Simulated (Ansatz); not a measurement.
Input and output of a single-point calculation on CuI built on the zincblende prototype (Ansatz 0.2.0, r2SCAN). The cell was relaxed with r2SCAN and then strained (isotropic -2.0 % on every length), with the atoms relaxed again with r2SCAN; k points keep the names of the unstrained zone.

The input:
```yaml
crystal:
  lattice:
    - [0.0, 2.9517885324, 2.9517885324]
    - [2.9517885324, 0.0, 2.9517885324]
    - [2.9517885324, 2.9517885324, 0.0]
  atoms:
    - { symbol: Cu, position: [0.0, 0.0, 0.0] }
    - { symbol: I, position: [0.25, 0.25, 0.25] }
kpoints:
  mp_grid: { grid: [8, 8, 8] }
  band_path:
    path:
      - [0.0, 0.0, 0.0]
      - [-0.5, -0.5, 0.0]
      - [-0.375, -0.375, 0.25]
      - [-0.375, 0.0, 0.375]
      - [0.0, 0.0, 0.5]
      - [-0.5, -0.25, 0.25]
    npoints: 1
hamiltonian:
  xc: r2scan
scf:
  occupations: { method: fixed }
  n_extra_bands: 4
output:
  forces: true
  stress: true
  eigenvalues: true
```

Command: `ansatz run input.yaml --threads 4 --pin off --max-ram 4608MiB --backend cpu --events-out ev --progress --plain --runs-dir out`. It took 3.1 s on 4 threads of AMD EPYC 7R43 64-Core Processor (Zen 3), on a shared host; peak host memory 0.56 GiB.

The output, standing remarks left out:
```
Functional definition: r2SCAN
Crystal: 2 atoms, lattice volume = 51.438 Å³
Basis set: ecut = 500 eV, 1291 PW (Γ)
Bands: 22, of which v1, the nominal top of the filled ones, is band 18 counted from 1 (17 counted from 0)
Symmetry: 24 space group operations
Space group: F-43m (ITA 216)
k-points: 29 of 512 (time reversal used)
preconditioner: auto → none  [insulator: Δε(μ)=2.044 eV  ℏωp=22.0 eV]
SCF converged after 8 iterations
Free energy (F): -14159.617135 eV
Fermi energy:    9.181893 eV
--- Stress (GPa, compression-positive) ---
        3.069109       0.000000       0.000000
        0.000000       3.069109       0.000000
        0.000000       0.000000       3.069109
  P = ⅓ Tr σ = 3.0691 GPa (30.691 kbar)
--- Band table (eV; the first three rows and the last of 29) ---
  k-point 0: bands = […, 4.9911, 6.9881, 6.9881, 9.1819, 9.1819, 9.1819, 11.0374, 14.3425, 14.3425, 14.3425]
  k-point 1: bands = […, 4.9994, 6.9806, 6.9806, 8.5052, 9.0411, 9.0411, 11.7032, 14.3042, 14.5934, 14.5934]
  k-point 2: bands = […, 5.0158, 6.9768, 6.9768, 7.6944, 8.7340, 8.7340, 12.0193, 14.9580, 14.9580, 15.2482]
  k-point 28: bands = […, 4.7836, 6.8984, 6.9124, 7.0921, 7.2867, 7.6698, 14.0570, 14.3705, 15.7665, 15.8740]
```

The rows of the band table are 0: (0, 0, 0) = Γ, 1: (0, 0, 1/8), 2: (0, 0, 1/4), 28: (1/4, -1/2, -1/4) = W.

Levels at the listed points, from bands.tsv (eV from the Fermi energy, bands near the gap, counted from 0):
```tsv
# k_distance	band_13	band_14	band_15	band_16	band_17	band_18	band_19	band_20	band_21
# fermi_ev = 9.181893
# [0, 0, 0] at k_distance = 0.000000
# [-0.5, -0.5, 0] at k_distance = 1.064301
# [-0.375, -0.375, 0.25] at k_distance = 1.440589
# [-0.375, 0, 0.375] at k_distance = 2.092338
# [0, 0, 0.5] at k_distance = 2.744086
# [-0.5, -0.25, 0.25] at k_distance = 3.496661
# levels_relative_to = fermi_ev
0.000	-2.194	-2.194	0.000	0.000	0.000	1.856	5.161	5.161	5.161
1.064	-2.242	-2.102	-2.090	-1.799	-1.799	2.782	3.125	10.406	10.840
1.441	-2.355	-2.166	-2.032	-1.791	-1.497	3.290	5.075	8.224	8.510
2.092	-2.355	-2.166	-2.032	-1.791	-1.497	3.290	5.075	8.224	8.510
2.744	-2.161	-2.161	-2.113	-0.852	-0.852	2.615	5.703	5.703	7.826
3.497	-2.283	-2.269	-2.090	-1.895	-1.512	4.875	5.189	6.585	6.692
```
In order the rows are Γ, X, U, K, L, W.

With r2SCAN the gap is 1.86 eV and direct, at Γ. The gap is the least over the mesh and the extra points. At this geometry r2SCAN finds +3.07 GPa, compression counted positive: its own equilibrium volume is larger.

Calculated for a static, non-magnetic cell.

No spin-orbit coupling is included; it can move band edges with weight on the heavy atoms by tenths of an eV.
